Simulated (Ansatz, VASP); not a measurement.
**One calculation of Cd2S, two programs**

```xyz
3
Lattice="4.0419 0.0000 0.0000 -2.0210 3.5004 0.0000 0.0000 0.0000 5.8092" Properties=species:S:1:pos:R:3 pbc="T T T"
Cd    0.0000    2.3336    5.4183
Cd    2.0210    1.1668    3.3620
S     0.0000    2.3336    2.1245
```

Change from the starting cell: strain_xy = 0.02.

Alike in both runs: functional PBEsol; k mesh 8 × 8 × 5; occupations fermi-dirac, width 0.05 eV; no spin polarisation.

```csv
,VASP,Ansatz
version,VASP 6.6.1,Ansatz 0.2.0
potentials or method,"VASP PAW PBE potentials, release 64 (Cd, S), cutoff 520 eV","all-electron LAPW, scalar-relativistic"
task,single point,band structure
```

|  | VASP | Ansatz | Ansatz less VASP |
| --- | --- | --- | --- |
| gap on the k mesh at the Fermi level (eV) | 0.27 | 0.27 | +0.002 |
| least direct gap on the mesh (eV) | 0.55 | 0.56 | +0.002 |
| pressure (GPa) | -3.8 | -4.0 | -0.22 |
| largest component of the traceless stress (GPa) | 0.06 | 0.14 | +0.079 |
| rms of the force components (eV/Å) | 0.112 | 0.115 | +0.0032 |

Atom by atom the forces differ by 0.010 eV/Å (rms over components). Ansatz ran all-electron here, so the differences hold the error of VASP's frozen core and of both bases.

Caveats: the PAW data sets were made with another functional, which shifts forces and pressure a little (VASP); an odd mesh through Γ misses points on the zone boundary, where band edges often lie (VASP).
